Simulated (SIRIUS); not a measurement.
# ZnS (Wurtzite-2H) (P6_3mc) in SIRIUS: reference runs, part 3 of 5

SIRIUS 7.12.0.

## 5. Equation of state, PBEsol, 19.21 Å³/atom (volume scaled by 0.98)

Input file sirius.json:

```json
{
  "control": {
    "processing_unit": "cpu",
    "std_evp_solver_name": "lapack",
    "gen_evp_solver_name": "lapack",
    "verbosity": 2,
    "print_forces": false,
    "ortho_rf": true,
    "use_second_variation": true,
    "rmt_max": 3.0,
    "num_bands_to_print": 24,
    "save_wf": true
  },
  "parameters": {
    "electronic_structure_method": "full_potential_lapwlo",
    "xc_functionals": ["XC_GGA_X_PBE_SOL", "XC_GGA_C_PBE_SOL"],
    "core_relativity": "dirac",
    "valence_relativity": "iora",
    "num_fv_states": 43,
    "smearing": "fermi_dirac",
    "smearing_width": 0.0018374661,
    "pw_cutoff": 20,
    "gk_cutoff": 3.91,
    "lmax_apw": 10,
    "lmax_rho": 8,
    "lmax_pot": 8,
    "num_mag_dims": 0,
    "auto_rmt": 0,
    "ngridk": [8, 8, 5],
    "shiftk": [0, 0, 0],
    "num_dft_iter": 80,
    "energy_tol": 1e-07,
    "density_tol": 1e-05,
    "use_symmetry": true
  },
  "settings": {"tol_ne": 1e-10},
  "iterative_solver": {"type": "exact"},
  "mixer": {"type": "anderson", "beta": 0.5, "max_history": 8},
  "unit_cell": {
    "lattice_vectors": [[7.153410937, 0.0, 0.0], [-3.5767054686, 6.1950355952, 0.0], [0.0, 0.0, 11.7014861669]],
    "atom_types": ["S", "Zn"],
    "atom_files": {"S": "S.json", "Zn": "Zn.json"},
    "atoms": {
      "S": [[0.6666666667, 0.3333333333, 0.885], [0.3333333333, 0.6666666667, 0.385]],
      "Zn": [[0.6666666667, 0.3333333333, 0.5], [0.3333333333, 0.6666666667, 0.0]]
    }
  }
}
```

Input file S.json:

```json
{
  "name": "sulphur",
  "symbol": "S",
  "number": 16,
  "mass": 32.065,
  "rmin": 1e-06,
  "rmt": 2.06,
  "nrmt": 800,
  "rinf": 13.52,
  "core": "1s",
  "valence": [
    {"basis": [{"enu": -0.06, "dme": 0, "n": 0, "auto": 0}, {"enu": -0.06, "dme": 1, "n": 0, "auto": 0}]},
    {"l": 0, "n": 1, "basis": [{"enu": -0.0966, "dme": 0, "n": 0, "auto": 0}]},
    {"l": 1, "n": 2, "basis": [{"enu": 0.04, "dme": 0, "n": 0, "auto": 0}]},
    {"l": 2, "n": 3, "basis": [{"enu": 0.04, "dme": 0, "n": 0, "auto": 0}]},
    {"l": 3, "n": 4, "basis": [{"enu": 0.04, "dme": 0, "n": 0, "auto": 0}]}
  ],
  "lo": [
    {
      "l": 0,
      "basis": [{"enu": -0.0966, "dme": 0, "n": 0, "auto": 0}, {"enu": -0.0966, "dme": 1, "n": 0, "auto": 0}]
    },
    {
      "l": 0,
      "basis": [{"enu": -0.0966, "dme": 1, "n": 0, "auto": 0}, {"enu": -0.0966, "dme": 2, "n": 0, "auto": 0}]
    },
    {
      "l": 0,
      "basis": [{"enu": -7.4363, "dme": 0, "n": 2, "auto": 1}, {"enu": -7.4363, "dme": 1, "n": 2, "auto": 1}]
    },
    {
      "l": 0,
      "basis": [{"enu": -0.0966, "dme": 0, "n": 0, "auto": 0}, {"enu": 2.7312, "dme": 0, "n": 0, "auto": 0}]
    },
    {"l": 1, "basis": [{"enu": 0.04, "dme": 0, "n": 0, "auto": 0}, {"enu": 0.04, "dme": 1, "n": 0, "auto": 0}]},
    {
      "l": 1,
      "basis": [{"enu": -5.4482, "dme": 0, "n": 2, "auto": 1}, {"enu": -5.4482, "dme": 1, "n": 2, "auto": 1}]
    },
    {
      "l": 1,
      "basis": [{"enu": -5.4482, "dme": 1, "n": 2, "auto": 1}, {"enu": 0.04, "dme": 0, "n": 0, "auto": 0}]
    },
    {"l": 1, "basis": [{"enu": 0.04, "dme": 0, "n": 0, "auto": 0}, {"enu": 4.3759, "dme": 0, "n": 0, "auto": 0}]},
    {"l": 2, "basis": [{"enu": 0.04, "dme": 0, "n": 0, "auto": 0}, {"enu": 0.04, "dme": 1, "n": 0, "auto": 0}]},
    {"l": 2, "basis": [{"enu": 0.04, "dme": 1, "n": 0, "auto": 0}, {"enu": 0.04, "dme": 2, "n": 0, "auto": 0}]},
    {"l": 2, "basis": [{"enu": 0.04, "dme": 0, "n": 0, "auto": 0}, {"enu": 3.7161, "dme": 0, "n": 0, "auto": 0}]},
    {"l": 3, "basis": [{"enu": 0.04, "dme": 0, "n": 0, "auto": 0}, {"enu": 0.04, "dme": 1, "n": 0, "auto": 0}]}
  ],
  "free_atom": [... radial grid and density of the free atom, the start of the SCF ...]
}
```

Input file Zn.json:

```json
{
  "name": "zinc",
  "symbol": "Zn",
  "number": 30,
  "mass": 65.38,
  "rmin": 1e-06,
  "rmt": 2.15,
  "nrmt": 800,
  "rinf": 14.28,
  "core": "1s2s2p",
  "valence": [
    {"basis": [{"enu": -0.06, "dme": 0, "n": 0, "auto": 0}, {"enu": -0.06, "dme": 1, "n": 0, "auto": 0}]},
    {"l": 0, "n": 1, "basis": [{"enu": 0.04, "dme": 0, "n": 0, "auto": 0}]},
    {"l": 1, "n": 2, "basis": [{"enu": 0.04, "dme": 0, "n": 0, "auto": 0}]},
    {"l": 2, "n": 3, "basis": [{"enu": 0.012, "dme": 0, "n": 0, "auto": 0}]},
    {"l": 3, "n": 4, "basis": [{"enu": 0.04, "dme": 0, "n": 0, "auto": 0}]}
  ],
  "lo": [
    {"l": 0, "basis": [{"enu": 0.04, "dme": 0, "n": 0, "auto": 0}, {"enu": 0.04, "dme": 1, "n": 0, "auto": 0}]},
    {
      "l": 0,
      "basis": [{"enu": -4.4469, "dme": 0, "n": 3, "auto": 1}, {"enu": -4.4469, "dme": 1, "n": 3, "auto": 1}]
    },
    {
      "l": 0,
      "basis": [{"enu": -4.4469, "dme": 1, "n": 3, "auto": 1}, {"enu": 0.04, "dme": 0, "n": 0, "auto": 0}]
    },
    {"l": 0, "basis": [{"enu": 0.04, "dme": 0, "n": 0, "auto": 0}, {"enu": 3.5013, "dme": 0, "n": 0, "auto": 0}]},
    {"l": 1, "basis": [{"enu": 0.04, "dme": 0, "n": 0, "auto": 0}, {"enu": 0.04, "dme": 1, "n": 0, "auto": 0}]},
    {
      "l": 1,
      "basis": [{"enu": -2.7879, "dme": 0, "n": 3, "auto": 1}, {"enu": -2.7879, "dme": 1, "n": 3, "auto": 1}]
    },
    {
      "l": 1,
      "basis": [{"enu": -2.7879, "dme": 1, "n": 3, "auto": 1}, {"enu": 0.04, "dme": 0, "n": 0, "auto": 0}]
    },
    {"l": 1, "basis": [{"enu": 0.04, "dme": 0, "n": 0, "auto": 0}, {"enu": 4.0205, "dme": 0, "n": 0, "auto": 0}]},
    {"l": 2, "basis": [{"enu": 0.012, "dme": 0, "n": 0, "auto": 0}, {"enu": 0.012, "dme": 1, "n": 0, "auto": 0}]},
    {"l": 2, "basis": [{"enu": 0.012, "dme": 1, "n": 0, "auto": 0}, {"enu": 0.012, "dme": 2, "n": 0, "auto": 0}]},
    {
      "l": 2,
      "basis": [{"enu": 0.012, "dme": 0, "n": 0, "auto": 0}, {"enu": 3.3867, "dme": 0, "n": 0, "auto": 0}]
    },
    {"l": 3, "basis": [{"enu": 0.04, "dme": 0, "n": 0, "auto": 0}, {"enu": 0.04, "dme": 1, "n": 0, "auto": 0}]},
    {"l": 3, "basis": [{"enu": 0.04, "dme": 0, "n": 0, "auto": 0}, {"enu": 3.8042, "dme": 0, "n": 0, "auto": 0}]}
  ],
  "free_atom": [... radial grid and density of the free atom, the start of the SCF ...]
}
```

Input file sirius_start.json:

```json
{
  "control": {
    "processing_unit": "cpu",
    "std_evp_solver_name": "lapack",
    "gen_evp_solver_name": "lapack",
    "verbosity": 1,
    "print_forces": false,
    "ortho_rf": true,
    "use_second_variation": true,
    "rmt_max": 3.0,
    "num_bands_to_print": 24,
    "save_wf": false
  },
  "parameters": {
    "electronic_structure_method": "full_potential_lapwlo",
    "xc_functionals": ["XC_LDA_X", "XC_LDA_C_PW"],
    "core_relativity": "dirac",
    "valence_relativity": "iora",
    "num_fv_states": 43,
    "smearing": "fermi_dirac",
    "smearing_width": 0.0055123983,
    "pw_cutoff": 20,
    "gk_cutoff": 3.13,
    "lmax_apw": 10,
    "lmax_rho": 8,
    "lmax_pot": 8,
    "num_mag_dims": 0,
    "auto_rmt": 0,
    "ngridk": [3, 3, 2],
    "shiftk": [0, 0, 0],
    "num_dft_iter": 30,
    "energy_tol": 0.01,
    "density_tol": 0.05,
    "use_symmetry": true
  },
  "settings": {"tol_ne": 1e-10},
  "iterative_solver": {"type": "exact"},
  "mixer": {"type": "anderson", "beta": 0.5, "max_history": 8},
  "unit_cell": {
    "lattice_vectors": [[7.153410937, 0.0, 0.0], [-3.5767054686, 6.1950355952, 0.0], [0.0, 0.0, 11.7014861669]],
    "atom_types": ["S", "Zn"],
    "atom_files": {"S": "S.json", "Zn": "Zn.json"},
    "atoms": {
      "S": [[0.6666666667, 0.3333333333, 0.885], [0.3333333333, 0.6666666667, 0.385]],
      "Zn": [[0.6666666667, 0.3333333333, 0.5], [0.3333333333, 0.6666666667, 0.0]]
    }
  }
}
```

Started as:

```
$ OMP_NUM_THREADS=1 sirius.scf --input=sirius_start.json --output=start.json
$ OMP_NUM_THREADS=1 sirius.scf --input=sirius.json --output=output.json --task=1
```

It took 2.9 min on 1 thread of Arm Neoverse V2, shared host; peak memory 0.72 GiB.

It converged, with:

```yaml
Free_energy: -119367.6218 eV
Band_gap_on_the_k_mesh: 2.20 eV, direct
All_electrons_inside_the_program's_atomic_spheres: Zn 28.47; S 14.15 (radii S 2.06, Zn 2.15 bohr)
```

## 6. Equation of state, PBEsol, 19.99 Å³/atom (volume scaled by 1.02)

Changes to sirius.json since step 5:

```diff
@@ -39,3 +39,3 @@
   "unit_cell": {
-    "lattice_vectors": [[7.153410937, 0.0, 0.0], [-3.5767054686, 6.1950355952, 0.0], [0.0, 0.0, 11.7014861669]],
+    "lattice_vectors": [[7.2494413347, 0.0, 0.0], [-3.6247206674, 6.2782003591, 0.0], [0.0, 0.0, 11.8585718397]],
     "atom_types": ["S", "Zn"],
```

Input file S.json:

```json
{
  "name": "sulphur",
  "symbol": "S",
  "number": 16,
  "mass": 32.065,
  "rmin": 1e-06,
  "rmt": 2.06,
  "nrmt": 800,
  "rinf": 13.52,
  "core": "1s",
  "valence": [
    {"basis": [{"enu": -0.07, "dme": 0, "n": 0, "auto": 0}, {"enu": -0.07, "dme": 1, "n": 0, "auto": 0}]},
    {"l": 0, "n": 1, "basis": [{"enu": -0.1066, "dme": 0, "n": 0, "auto": 0}]},
    {"l": 1, "n": 2, "basis": [{"enu": 0.03, "dme": 0, "n": 0, "auto": 0}]},
    {"l": 2, "n": 3, "basis": [{"enu": 0.03, "dme": 0, "n": 0, "auto": 0}]},
    {"l": 3, "n": 4, "basis": [{"enu": 0.03, "dme": 0, "n": 0, "auto": 0}]}
  ],
  "lo": [
    {
      "l": 0,
      "basis": [{"enu": -0.1066, "dme": 0, "n": 0, "auto": 0}, {"enu": -0.1066, "dme": 1, "n": 0, "auto": 0}]
    },
    {
      "l": 0,
      "basis": [{"enu": -0.1066, "dme": 1, "n": 0, "auto": 0}, {"enu": -0.1066, "dme": 2, "n": 0, "auto": 0}]
    },
    {
      "l": 0,
      "basis": [{"enu": -7.4463, "dme": 0, "n": 2, "auto": 1}, {"enu": -7.4463, "dme": 1, "n": 2, "auto": 1}]
    },
    {
      "l": 0,
      "basis": [{"enu": -0.1066, "dme": 0, "n": 0, "auto": 0}, {"enu": 2.7212, "dme": 0, "n": 0, "auto": 0}]
    },
    {"l": 1, "basis": [{"enu": 0.03, "dme": 0, "n": 0, "auto": 0}, {"enu": 0.03, "dme": 1, "n": 0, "auto": 0}]},
    {
      "l": 1,
      "basis": [{"enu": -5.4582, "dme": 0, "n": 2, "auto": 1}, {"enu": -5.4582, "dme": 1, "n": 2, "auto": 1}]
    },
    {
      "l": 1,
      "basis": [{"enu": -5.4582, "dme": 1, "n": 2, "auto": 1}, {"enu": 0.03, "dme": 0, "n": 0, "auto": 0}]
    },
    {"l": 1, "basis": [{"enu": 0.03, "dme": 0, "n": 0, "auto": 0}, {"enu": 4.3659, "dme": 0, "n": 0, "auto": 0}]},
    {"l": 2, "basis": [{"enu": 0.03, "dme": 0, "n": 0, "auto": 0}, {"enu": 0.03, "dme": 1, "n": 0, "auto": 0}]},
    {"l": 2, "basis": [{"enu": 0.03, "dme": 1, "n": 0, "auto": 0}, {"enu": 0.03, "dme": 2, "n": 0, "auto": 0}]},
    {"l": 2, "basis": [{"enu": 0.03, "dme": 0, "n": 0, "auto": 0}, {"enu": 3.7061, "dme": 0, "n": 0, "auto": 0}]},
    {"l": 3, "basis": [{"enu": 0.03, "dme": 0, "n": 0, "auto": 0}, {"enu": 0.03, "dme": 1, "n": 0, "auto": 0}]}
  ],
  "free_atom": [... radial grid and density of the free atom, the start of the SCF ...]
}
```

Input file Zn.json:

```json
{
  "name": "zinc",
  "symbol": "Zn",
  "number": 30,
  "mass": 65.38,
  "rmin": 1e-06,
  "rmt": 2.15,
  "nrmt": 800,
  "rinf": 14.28,
  "core": "1s2s2p",
  "valence": [
    {"basis": [{"enu": -0.07, "dme": 0, "n": 0, "auto": 0}, {"enu": -0.07, "dme": 1, "n": 0, "auto": 0}]},
    {"l": 0, "n": 1, "basis": [{"enu": 0.03, "dme": 0, "n": 0, "auto": 0}]},
    {"l": 1, "n": 2, "basis": [{"enu": 0.03, "dme": 0, "n": 0, "auto": 0}]},
    {"l": 2, "n": 3, "basis": [{"enu": 0.002, "dme": 0, "n": 0, "auto": 0}]},
    {"l": 3, "n": 4, "basis": [{"enu": 0.03, "dme": 0, "n": 0, "auto": 0}]}
  ],
  "lo": [
    {"l": 0, "basis": [{"enu": 0.03, "dme": 0, "n": 0, "auto": 0}, {"enu": 0.03, "dme": 1, "n": 0, "auto": 0}]},
    {
      "l": 0,
      "basis": [{"enu": -4.4569, "dme": 0, "n": 3, "auto": 1}, {"enu": -4.4569, "dme": 1, "n": 3, "auto": 1}]
    },
    {
      "l": 0,
      "basis": [{"enu": -4.4569, "dme": 1, "n": 3, "auto": 1}, {"enu": 0.03, "dme": 0, "n": 0, "auto": 0}]
    },
    {"l": 0, "basis": [{"enu": 0.03, "dme": 0, "n": 0, "auto": 0}, {"enu": 3.4913, "dme": 0, "n": 0, "auto": 0}]},
    {"l": 1, "basis": [{"enu": 0.03, "dme": 0, "n": 0, "auto": 0}, {"enu": 0.03, "dme": 1, "n": 0, "auto": 0}]},
    {
      "l": 1,
      "basis": [{"enu": -2.7979, "dme": 0, "n": 3, "auto": 1}, {"enu": -2.7979, "dme": 1, "n": 3, "auto": 1}]
    },
    {
      "l": 1,
      "basis": [{"enu": -2.7979, "dme": 1, "n": 3, "auto": 1}, {"enu": 0.03, "dme": 0, "n": 0, "auto": 0}]
    },
    {"l": 1, "basis": [{"enu": 0.03, "dme": 0, "n": 0, "auto": 0}, {"enu": 4.0105, "dme": 0, "n": 0, "auto": 0}]},
    {"l": 2, "basis": [{"enu": 0.002, "dme": 0, "n": 0, "auto": 0}, {"enu": 0.002, "dme": 1, "n": 0, "auto": 0}]},
    {"l": 2, "basis": [{"enu": 0.002, "dme": 1, "n": 0, "auto": 0}, {"enu": 0.002, "dme": 2, "n": 0, "auto": 0}]},
    {
      "l": 2,
      "basis": [{"enu": 0.002, "dme": 0, "n": 0, "auto": 0}, {"enu": 3.3767, "dme": 0, "n": 0, "auto": 0}]
    },
    {"l": 3, "basis": [{"enu": 0.03, "dme": 0, "n": 0, "auto": 0}, {"enu": 0.03, "dme": 1, "n": 0, "auto": 0}]},
    {"l": 3, "basis": [{"enu": 0.03, "dme": 0, "n": 0, "auto": 0}, {"enu": 3.7942, "dme": 0, "n": 0, "auto": 0}]}
  ],
  "free_atom": [... radial grid and density of the free atom, the start of the SCF ...]
}
```

Changes to sirius_start.json since step 5:

```diff
@@ -39,3 +39,3 @@
   "unit_cell": {
-    "lattice_vectors": [[7.153410937, 0.0, 0.0], [-3.5767054686, 6.1950355952, 0.0], [0.0, 0.0, 11.7014861669]],
+    "lattice_vectors": [[7.2494413347, 0.0, 0.0], [-3.6247206674, 6.2782003591, 0.0], [0.0, 0.0, 11.8585718397]],
     "atom_types": ["S", "Zn"],
```

Potentials or basis: all-electron FP-LAPW, apw+lo standard.

Started as:

```
$ OMP_NUM_THREADS=1 sirius.scf --input=sirius_start.json --output=start.json
$ OMP_NUM_THREADS=1 sirius.scf --input=sirius.json --output=output.json --task=1
```

It took 2.9 min on 1 thread of Arm Neoverse V2, shared host; peak memory 0.74 GiB.

The run converged. Its results:

```
Free energy                                       : -119367.5961 eV
Band gap on the k mesh                            : 2.02 eV, direct
All electrons inside the program's atomic spheres : Zn 28.44; S 14.12 (radii S 2.06, Zn 2.15 bohr)
```

[end of part 3 of 5]
